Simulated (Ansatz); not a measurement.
MgO: pressure against volume scale

Results calculated with Ansatz 0.2.0, not measured. Periodic Kohn-Sham DFT of a crystal at fixed atoms, scaled to volume_scale times the given cell; pressure positive in compression, energy less spherical unpolarised free atoms, largest_vzz the field gradient of largest size among the nuclei.

The cell before it is scaled or strained (space group Fm-3m, No. 225):
```
cell vectors (Å)
   0.0000     2.1351     2.1351
   2.1351     0.0000     2.1351
   2.1351     2.1351     0.0000
atoms (fractions of the cell vectors)
Mg  0.00000  0.00000  0.00000
O   0.50000  0.50000  0.50000
```

Settings of every row: method frozen-core PAW; functional PBE; relativity scalar; k mesh 11x11x11; filling fermi-dirac; smearing width 0.01 eV; wave cutoff 420 eV; paw set soft_2.

Atom start moment: 0 on all atoms.

Limits: the cell was measured well above room temperature.

| row | volume scale | V (Å³/atom) | pressure (GPa) |
| --- | --- | --- | --- |
| 1 | 0.9405 | 9.154 | 8.209 |
| 2 | 0.98 | 9.54 | 1.302 |
| 3 | 1 | 9.734 | ? |
| 4 | 1.02 | 9.929 | -4.39 |
| 5 | 1.06 | 10.317 | -9.023 |

Question: what pressure should row 3 give?

Worked fit of pressure. Take u = (V_r/V)^(2/3) − 1 with V_r = 9.7345 Å³ an atom, which is twice the finite (Eulerian) strain; such expansions in the strain, on which the Birch-Murnaghan equation of state is built, carry the rest volume and the bulk modulus. The shown rows have u = 0.04184, 0.01355, -0.0131, -0.038. Least squares give pressure = −1.6892 + 213.695 × u + 545.96 × u² GPa; a straight line predicts inner rows, each left out in turn, worse (root mean square 0.55 against 0.011 GPa). The rows lie off it by 0.001, -0.005, 0.005, -0.002 (root mean square 0.0037 GPa). The pressure vanishes at u = 0.0078, or V = 9.622 Å³ an atom, and there the bulk modulus at fixed shape and fractions is B = −V dP/dV = (2/3)(1 + u) dP/du = 149 GPa. The withheld row has u = 3e-05, so the fit gives −1.6892 + 213.695 × (3e-05) + 545.96 × (3e-05)² = -1.683 GPa.

The calculation gave -1.689 GPa. The fit lies 0.006 GPa (0.035 % of the column's range) above it; its largest miss of a shown row is 0.005 GPa.
